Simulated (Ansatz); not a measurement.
# What a trial cell of In2P3 relaxes into

Level of theory: DFT PBE, scalar-relativistic, plane waves, PAW (Ansatz 0.2.0). Cutoff 420 eV, Γ-centred k mesh, Gaussian smearing, no spin polarisation in the final step.

The start puts In2P3 on the corundum structure type (R-3c, No. 167), with In in place of Al, P in place of O, at a guessed volume.

```yaml
crystal:
  lattice:
    - [3.18589, 1.83938, 5.79880]
    - [-3.18589, 1.83938, 5.79880]
    - [0.00000, -3.67875, 5.79880]
  atoms:
    - { symbol: In, position: [0.85218, 0.85218, 0.85218] }
    - { symbol: In, position: [0.64782, 0.64782, 0.64782] }
    - { symbol: In, position: [0.14782, 0.14782, 0.14782] }
    - { symbol: In, position: [0.35218, 0.35218, 0.35218] }
    - { symbol: P, position: [0.05625, 0.44375, 0.75000] }
    - { symbol: P, position: [0.75000, 0.05625, 0.44375] }
    - { symbol: P, position: [0.44375, 0.75000, 0.05625] }
    - { symbol: P, position: [0.94375, 0.55625, 0.25000] }
    - { symbol: P, position: [0.25000, 0.94375, 0.55625] }
    - { symbol: P, position: [0.55625, 0.25000, 0.94375] }
```

Steps on the 3×3×3 mesh (10 atoms). 12 of 31 steps are shown, and the free energy counts from the last. Trial steps that were taken back and renewals of the plane-wave basis can be among the rows.

```
step  ΔF (meV/atom) V (Å³/atom) P (GPa) largest force component (eV/Å)
   1          432.6        20.39    13.95                           0.637
   4          138.1        23.49     0.38                           0.544
   6          110.8        23.92     0.51                           0.425
   9           92.0        25.62    -0.01                           0.037
  12           63.0        26.88     0.01                           0.164
  15           55.7        28.03     0.04                           0.049
  17           54.5        27.41     0.18                           0.046
  20           44.4        27.79     0.15                           0.014
  23           30.5        26.63    -0.13                           0.111
  26            9.4        24.33     0.05                           0.227
  28            3.1        24.54     0.20                           0.032
  31            0.0        24.36     0.13                           0.038
```

A final relaxation ran on a 12×12×12 mesh. The relaxed crystal, R-3c (No. 167):

Space group R-3c:H (No. 167). a = 5.240 Å, b = 5.240 Å, c = 31.646 Å, α = 90.00°, β = 90.00°, γ = 120.00°
```csv
atom,site,symmetry,x,y,z
In,12c,3.,0.6667,0.3333,0.1826
P,18e,.2,0.5755,0.6667,0.4167
```

```
Volume per atom          : 25.09 Å³
Density                  : 4.27 g/cm³
Energy over the elements : 0.19 eV/atom
Gap on the 12×12×12 mesh : 0 eV (a metal)
```

The zero of energy is the elements' standard structures at the same level; no fitted shifts are applied.

The final run used a 12×12×12 mesh on its 10-atom cell and 0.10 eV smearing. The k mesh leaves about 4 meV/atom of noise in metals.

A structure relaxed within its symmetry needn't be a true minimum.

Cost: 4 runs of about 8.9 core-minutes in all, on Intel Xeon 6975P-C (Granite Rapids) (shared hosts).